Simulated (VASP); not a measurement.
# Rb (Pnma) in VASP: reference runs

Reference runs on Rb: the cell as given and a disturbed copy.

All numbers are computed with VASP 6.6.1; they aren't measurements. Logs are shortened: lines on timing, memory, paths and dates and some standing lists are left out, and cuts for length are marked.

## (1) The crystal as given

It takes space group Pnma (No. 62, orthorhombic). The conventional cell has a = 5.740 Å, b = 4.640 Å, c = 12.380 Å, α = 90.00°, β = 90.00°, γ = 90.00°. Rb (site symmetry m) has 2 Rb at 3.56 Å as nearest neighbours.

This isn't the form of Rb at room conditions, which is bcc.

## (2) Single point, PBE

Input file INCAR:

```
PREC     = Accurate       # precision mode
ENCUT    = 520            # plane-wave cutoff, eV
EDIFF    = 1E-7           # SCF threshold, eV
ISMEAR   = -1             # smearing method
SIGMA    = 0.05           # smearing width, eV
LREAL    = F              # projectors in reciprocal space
LASPH    = T              # aspherical terms in the spheres
NELM     = 80             # most SCF steps
ALGO     = Normal         # electronic algorithm
ISIF     = 2              # what is computed and relaxed
LWAVE    = F              # write WAVECAR
LCHARG   = F              # write CHGCAR
GGA      = PE             # functional
NBANDS   = 26             # bands
```

Input file KPOINTS:

```
regular mesh
0
Gamma
  5 6 3
```

Input file POSCAR:

```
Rb
1.0
    5.7400000000      0.0000000000      0.0000000000
    0.0000000000      4.6400000000      0.0000000000
    0.0000000000      0.0000000000     12.3800000000
Rb
4
Direct
    0.9530000000      0.7500000000      0.1070000000
    0.5470000000      0.2500000000      0.6070000000
    0.4530000000      0.7500000000      0.3930000000
    0.0470000000      0.2500000000      0.8930000000
```

Potentials or basis: VASP PAW PBE potentials, release 64 (Rb_sv).

Launch:

```bash
$ cat potpaw_PBE.64/Rb_sv/POTCAR > POTCAR
$ mpirun -np 1 vasp_std > vasp.out
```

OUTCAR:

```text
PREC = Accurate
   ENCUT = 520
   EDIFF = 1E-7
   ISMEAR = -1
   LREAL = F
   LASPH = T
   NELM = 80
   ISIF = 2
   GGA = PE

 ion  position               nearest neighbor table
   1  0.953  0.750  0.107-   4 3.56   4 3.56   3 4.56   3 4.56
   2  0.547  0.250  0.607-   3 3.56   3 3.56   4 4.56   4 4.56
   3  0.453  0.750  0.393-   2 3.56   2 3.56   1 4.56   1 4.56
   4  0.047  0.250  0.893-   1 3.56   1 3.56   2 4.56   2 4.56

  LATTYP: Found a simple orthorhombic cell.
 ALAT       =     4.6400000000
 B/A-ratio  =     1.2370689655
 C/A-ratio  =     2.6681034483

  Lattice vectors:

 A1 = (   0.0000000000,  -4.6400000000,   0.0000000000)
 A2 = (   5.7400000000,   0.0000000000,   0.0000000000)
 A3 = (   0.0000000000,   0.0000000000,  12.3800000000)

Analysis of symmetry for initial positions (statically):
=====================================================================
 Subroutine PRICEL returns:
 Original cell was already a primitive cell.

 Routine SETGRP: Setting up the symmetry group for a
 simple orthorhombic supercell.

 Subroutine GETGRP returns: Found  8 space group operations
 (whereof  2 operations were pure point group operations)
 out of a pool of  8 trial point group operations.

The static configuration has the point symmetry S_2 .
 The point group associated with its full space group is D_2h.

Analysis of symmetry for dynamics (positions and initial velocities):
=====================================================================
 Subroutine PRICEL returns:
 Original cell was already a primitive cell.

 Routine SETGRP: Setting up the symmetry group for a
 simple orthorhombic supercell.

 Subroutine GETGRP returns: Found  8 space group operations
 (whereof  2 operations were pure point group operations)
 out of a pool of  8 trial point group operations.

The dynamic configuration has the point symmetry S_2 .
 The point group associated with its full space group is D_2h.

 Subroutine INISYM returns: Found  8 space group operations
 (whereof  2 operations are pure point group operations),
 and found     1 'primitive' translations

----------------------------------------------------------------------------------------

                                     Primitive cell

  volume of cell :     329.7240

  direct lattice vectors                    reciprocal lattice vectors
     5.740000000  0.000000000  0.000000000     0.174216028  0.000000000  0.000000000
     0.000000000  4.640000000  0.000000000     0.000000000  0.215517241  0.000000000
     0.000000000  0.000000000 12.380000000     0.000000000  0.000000000  0.080775444

  length of vectors
     5.740000000  4.640000000 12.380000000     0.174216028  0.215517241  0.080775444

  position of ions in fractional coordinates (direct lattice)
     0.953000000  0.750000000  0.107000000
     0.547000000  0.250000000  0.607000000
     0.453000000  0.750000000  0.393000000
     0.047000000  0.250000000  0.893000000

  ion indices of the primitive-cell ions
   primitive index   ion index
                 1           1
                 2           2
                 3           3
                 4           4

----------------------------------------------------------------------------------------

 KPOINTS: regular mesh

Automatic generation of k-mesh.
 Grid dimensions read from file:
 generate k-points for:    5    6    3

 Generating k-lattice:

  Cartesian coordinates                     Fractional coordinates (reciprocal lattice)
     0.034843206  0.000000000  0.000000000     0.200000000  0.000000000  0.000000000
     0.000000000  0.035919540  0.000000000     0.000000000  0.166666667  0.000000000
     0.000000000  0.000000000  0.026925148     0.000000000  0.000000000  0.333333333

  Length of vectors
     0.034843206  0.035919540  0.026925148

  Shift w.r.t. Gamma in fractional coordinates (k-lattice)
     0.000000000  0.000000000  0.000000000

 Subroutine IBZKPT returns following result:
 ===========================================

 Found     24 irreducible k-points:

 Following reciprocal coordinates:
            Coordinates               Weight
  0.000000  0.000000  0.000000      1.000000
  0.200000  0.000000  0.000000      2.000000
  0.400000  0.000000  0.000000      2.000000
  0.000000  0.166667  0.000000      2.000000
  0.200000  0.166667  0.000000      4.000000
  0.400000  0.166667  0.000000      4.000000
[... 16 lines left out ...]
  0.200000  0.500000  0.333333      4.000000
  0.400000  0.500000  0.333333      4.000000
   k-points           NKPTS =     24   k-points in BZ     NKDIM =     24   number of bands    NBANDS=     26
   number of dos      NEDOS =    301   number of ions     NIONS =      4
   total plane-waves  NPLWV = 165888
   dimension x,y,z NGX =    48 NGY =   36 NGZ =   96
   dimension x,y,z NGXF=    96 NGYF=   72 NGZF=  192
   ions per type =               4
   NGX,Y,Z   is equivalent  to a cutoff of  13.90, 12.90, 12.89 a.u.
   NGXF,Y,Z  is equivalent  to a cutoff of  27.80, 25.80, 25.78 a.u.
 SYSTEM =  unknown system
   PREC   = accura    normal or accurate (medium, high low for compatibility)
   ISTART =      0    job   : 0-new  1-cont  2-samecut
   ICHARG =      2    charge: 1-file 2-atom 10-const
   ISPIN  =      1    spin polarized calculation?
   LNONCOLLINEAR =      F non collinear calculations
   LSORBIT =      F    spin-orbit coupling
   LASPH  =      T    aspherical Exc in radial PAW
   ENCUT  =  520.0 eV  38.22 Ry    6.18 a.u.  10.67  8.63 23.02*2*pi/ulx,y,z
   NELM   =     80;   NELMIN=  2; NELMDL= -5     # of ELM steps
   EDIFF  = 0.1E-06   stopping-criterion for ELM
   LREAL  =      F    real-space projection
   EDIFFG = 0.1E-05   stopping-criterion for IOM
   NSW    =      0    number of steps for IOM
   IBRION =     -1    ionic relax: 0-MD 1-quasi-New 2-CG
   NFREE  =      0    steps in history (QN), initial steepest desc. (CG)
   ISIF   =      2    stress and relaxation
   ISYM   =      2    0-nonsym 1-usesym 2-fastsym
   POTIM  = 0.5000    time-step for ionic-motion
   TEBEG  =    0.0;   TEEND  =   0.0 temperature during run
   PSTRESS=    0.0 pullay stress
   NELECT =      36.0000    total number of electrons
   NUPDOWN=      -1.0000    fix difference up-down
   EMIN   =  10.00;   EMAX   =-10.00  energy-range for DOS
   EFERMI =   0.00;   METHOD = LEGACY
   ISMEAR =    -1;   SIGMA  =   0.05  broadening in eV -4-tet -1-fermi 0-gaus
   EFERMI_NEDOS =   21; number of points for ismear=-14 and -15
   IALGO  =     38    algorithm
   IMIX   =      4    mixing-type and parameters
     AMIX     =   0.40;   BMIX     =  1.00
     AMIX_MAG =   1.60;   BMIX_MAG =  1.00
  volume/ion in A,a.u.               =      82.43       556.27
  Fermi-wavevector in a.u.,A,eV,Ry     =   0.782454  1.478624  8.329953  0.612234
  Thomas-Fermi vector in A             =   1.886181
   LORBIT       =      0    0 simple, 1 ext, 2 COOP (PROOUT), +10 PAW based schemes
   GGA     = PE    functional components
   LHFCALC =     F    Hartree Fock is set to
   AEXX    =    0.0000 exact exchange contribution
   IVDW    =     0    specifies the selected vdW correction
   LEPSILON=     F    determine dielectric tensor
   LRPA    =     F    only Hartree local field effects (RPA)
 non-spin polarized calculation
  energy-cutoff  :      520.00
  volume of cell :      329.72
 maximum number of plane-waves:      8907
 NGX is ok and might be reduce to    48
   NGX = 21   NGY = 17   NGZ = 47

 number of electron      36.0000000 magnetization

 Free energy of the ion-electron system (eV)
  ---------------------------------------------------
  ext. energy  EPLUGINS =         0.00000000
  ---------------------------------------------------
  free energy    TOTEN  =        -2.33436878 eV

  energy without entropy =       -2.29041314  energy(sigma->0) =       -2.31239096

 E-fermi :   0.3461     XC(G=0):  -5.6769

 val. band max:        0.3397208297   @ k =   0.2000   0.3333   0.0000
 cond. band min:       0.3463924728   @ k =   0.0000   0.1667   0.3333
 fundamental gap:      0.0066716430
 Fermi energy:         0.3461433276

 k-point     1 :       0.0000    0.0000    0.0000
  band No.  band energies     occupation
      1     -29.0712      2.00000
      2     -29.0663      2.00000
      3     -28.9738      2.00000
      4     -28.9688      2.00000
      5     -13.4657      2.00000
      6     -13.4052      2.00000
[... 18 lines left out ...]
     25       2.7581      0.00000
     26       2.9773      0.00000

 k-point     2 :       0.2000    0.0000    0.0000
  band No.  band energies     occupation
      1     -29.0706      2.00000
      2     -29.0667      2.00000
      3     -28.9733      2.00000
      4     -28.9692      2.00000
      5     -13.4606      2.00000
      6     -13.4121      2.00000
[... 18 lines left out ...]
     25       2.6952      0.00000
     26       2.7253      0.00000

 k-point     3 :       0.4000    0.0000    0.0000
  band No.  band energies     occupation
      1     -29.0693      2.00000
      2     -29.0678      2.00000
      3     -28.9720      2.00000
      4     -28.9704      2.00000
      5     -13.4469      2.00000
      6     -13.4287      2.00000
[... 18 lines left out ...]
     25       2.5683      0.00000
     26       2.5871      0.00000

 k-point     4 :       0.0000    0.1667    0.0000
  band No.  band energies     occupation
      1     -29.0636      2.00000
      2     -29.0587      2.00000
      3     -28.9793      2.00000
      4     -28.9743      2.00000
      5     -13.4687      2.00000
      6     -13.4136      2.00000
[... 18 lines left out ...]
     25       2.8344      0.00000
     26       2.8388      0.00000
[... 496 lines left out ...]
      1     -29.0183      2.00000
      2     -29.0183      2.00000
      3     -29.0134      2.00000
      4     -29.0134      2.00000
      5     -13.4802      2.00000
      6     -13.4802      2.00000
[... 18 lines left out ...]
     25       2.6694      0.00000
     26       2.6698      0.00000

 k-point    23 :       0.2000    0.5000    0.3333
  band No.  band energies     occupation
      1     -29.0178      2.00000
      2     -29.0178      2.00000
      3     -29.0138      2.00000
      4     -29.0138      2.00000
      5     -13.4774      2.00000
      6     -13.4774      2.00000
[... 18 lines left out ...]
     25       2.5298      0.00000
     26       2.5298      0.00000

 k-point    24 :       0.4000    0.5000    0.3333
  band No.  band energies     occupation
      1     -29.0165      2.00000
      2     -29.0165      2.00000
      3     -29.0150      2.00000
      4     -29.0150      2.00000
      5     -13.4707      2.00000
      6     -13.4707      2.00000
[... 18 lines left out ...]
     25       2.4407      0.00000
     26       2.4407      0.00000

------------------------ aborting loop because EDIFF is reached ----------------------------------------

  FORCE on cell =-STRESS in cart. coord.  units (eV):
  Direction    XX          YY          ZZ          XY          YZ          ZX
  --------------------------------------------------------------------------------------
  -------------------------------------------------------------------------------------
  Total       -1.0229423      3.7054335      4.3136744      0.0000000      0.0000000      0.0000000
  in kB       -4.9706276     18.0052474     20.9607793      0.0000000      0.0000000      0.0000000
  external PRESSURE =      11.3317997 kB  Pullay stress =       0.0000000 kB

 VOLUME and BASIS-vectors are now :
 -----------------------------------------------------------------------------
  energy-cutoff  :      520.00
  volume of cell :      329.72
      direct lattice vectors                 reciprocal lattice vectors
     5.740000000  0.000000000  0.000000000     0.174216028  0.000000000  0.000000000
     0.000000000  4.640000000  0.000000000     0.000000000  0.215517241  0.000000000
     0.000000000  0.000000000 12.380000000     0.000000000  0.000000000  0.080775444

 POSITION                                       TOTAL-FORCE (eV/Angst)
 -----------------------------------------------------------------------------------
      5.47022      3.48000      1.32466        -0.199856      0.000000      0.739883
      3.13978      1.16000      7.51466         0.199856     -0.000000      0.739883
      2.60022      3.48000      4.86534        -0.199856      0.000000     -0.739883
      0.26978      1.16000     11.05534         0.199856      0.000000     -0.739883
 -----------------------------------------------------------------------------------
    total drift:                                0.000000      0.000000      0.000000

  FREE ENERGIE OF THE ION-ELECTRON SYSTEM (eV)
  ---------------------------------------------------
  free  energy   TOTEN  =        -2.3343687818 eV

  energy  without entropy=       -2.2904131403  energy(sigma->0) =       -2.31239096
```

It took 3.3 min on 1 thread of Intel Xeon Platinum 8259CL at 2.50GHz (Skylake/Cascade Lake), shared host; peak memory 0.48 GiB.

What came out:

- Free energy: -2.3344 eV
- Pressure: 1.1 GPa
- Largest force: 0.766 eV/Å
- Band gap on the k mesh: none (metal or under the smearing width)

Forces on the atoms (eV/Å):
```
Rb  -0.200  0.000  0.740
Rb   0.200  0.000  0.740
Rb  -0.200  0.000 -0.740
Rb   0.200  0.000 -0.740
```

Levels at points of the mesh, in eV from the Fermi level:
```csv
k point,band 16,band 17,band 18,band 19,band 20,band 21
"(0.00, 0.00, 0.00)",-13.23,-2.14,-1.02,-0.88,0.73,1.30
"(0.00, 0.50, 0.00)",-13.22,-0.15,-0.15,0.63,0.63,0.79
```

## (3) Single point, PBE (atoms moved at random, drawn with an rms of 0.05 Å)

INCAR is that of step 2.

KPOINTS is that of step 2.

Input file POSCAR:

```
Rb
1.0
    5.7400000000      0.0000000000      0.0000000000
    0.0000000000      4.6400000000      0.0000000000
    0.0000000000      0.0000000000     12.3800000000
Rb
4
Direct
    0.9550470000      0.7534420000      0.1084780000
    0.5382510000      0.2579020000      0.6064170000
    0.4499860000      0.7525720000      0.3921640000
    0.0344160000      0.2525390000      0.8951380000
```

Potentials or basis: VASP PAW PBE potentials, release 64 (Rb_sv).

Launch:

```bash
$ cat potpaw_PBE.64/Rb_sv/POTCAR > POTCAR
$ mpirun -np 1 vasp_std > vasp.out
```

Run time: 6.5 min. Hardware: 1 thread of Intel Xeon Platinum 8259CL at 2.50GHz (Skylake/Cascade Lake), shared host; peak memory 0.55 GiB.

It converged, with:

```yaml
Free_energy: -2.3079 eV
Pressure: 1.1 GPa
Largest_force: 0.794 eV/Å
Band_gap_on_the_k_mesh: none (metal or under the smearing width)
```

Forces on the atoms (eV/Å):
```
Rb  -0.179 -0.002  0.760
Rb   0.185 -0.012  0.753
Rb  -0.184  0.013 -0.739
Rb   0.178  0.001 -0.774
```

Stress tensor (GPa, compression positive):
```
-0.52  0.00  0.03
 0.00  1.83 -0.02
 0.03 -0.02  2.13
```

Levels at points of the mesh, in eV from the Fermi level:
```tsv
k point	band 14	band 15	band 16	band 17	band 18	band 19	band 20	band 21	band 22	band 23
(0.00, 0.00, 0.00)	-13.27	-13.26	-13.23	-2.14	-1.02	-0.88	0.72	1.29	1.40	1.88
(0.00, 0.50, 0.00)	-13.27	-13.23	-13.22	-0.15	-0.15	0.63	0.64	0.79	0.80	1.96
```
